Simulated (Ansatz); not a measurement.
Method: Ansatz 0.2.0, DFT PBE, scalar-relativistic, plane waves, PAW. All cells share a 420 eV cutoff and Γ-centred k meshes spaced at most about 0.3 Å⁻¹ (2π included). No spin polarisation.

Each guess is relaxed in cell and atoms at zero pressure, on a coarse mesh first where it starts far from rest and then on a converged one. The steps can't lower the symmetry of the start, but it can rise. Energies are static (0 K, no zero-point motion).

This guess for PbSe isn't its lowest structure:

```
Pb Se
1.0
     0.00000    3.53338    3.53338
     3.53338    0.00000    3.53338
     3.53338    3.53338    0.00000
Pb Se
1 1
Cartesian
  0.0000 0.0000 0.0000
  5.3001 5.3001 5.3001
```

Task: What does it relax into?

Result: F-43m at 44.1 Å³/atom → F-43m (zinc blende type) at 41.1 Å³/atom. Conventional cell: a = 6.901 Å. Pb has 4 Se at 2.99 Å; Se is surrounded by 4 Pb at 2.99 Å.

```cif
data_structure
_symmetry_space_group_name_H-M 'F-43m'
_symmetry_Int_Tables_number 216
_cell_length_a 6.9007
_cell_length_b 6.9007
_cell_length_c 6.9007
_cell_angle_alpha 90.000
_cell_angle_beta 90.000
_cell_angle_gamma 90.000
_cell_volume 328.61
loop_
_atom_site_label
_atom_site_type_symbol
_atom_site_symmetry_multiplicity
_atom_site_Wyckoff_symbol
_atom_site_fract_x
_atom_site_fract_y
_atom_site_fract_z
_atom_site_occupancy
Pb1 Pb 4 a 0.00000 0.00000 0.00000 1
Se1 Se 4 d 0.25000 0.25000 0.75000 1
```

Task: Compare it with the lowest PbSe structure at this level.

Result: It lies 180 meV/atom above the lowest of the 7 forms computed, a structure that the Crystallography Open Database (COD) lists, of the rock salt type. Space group Fm-3m (No. 225), cubic, a = 6.218 Å. Pb has 6 Se at 3.11 Å; Se is surrounded by 6 Pb at 3.11 Å. That form has 30.1 Å³/atom and a gap of 0.43 eV on its mesh; the guess's end has 0.67 eV. Counting Se atoms around Pb (those within 1.25 times the shortest such distance or 1.15 times the sum of covalent radii), the guess's end has Pb 4 and the lowest form has Pb 6. Shaken at random and relaxed again, the guess's end falls into a cell with the rock salt type, space group Fm-3m (No. 225), 180 meV/atom lower and the lowest form computed, so it is a saddle point or a shallow minimum.

These runs have no spin–orbit coupling, which can matter for Pb. Kohn–Sham gaps at this level usually fall short of measured ones. The missing spin–orbit coupling can work the other way here. Some types were kept out of the candidates beforehand, so the set may lack a known form.
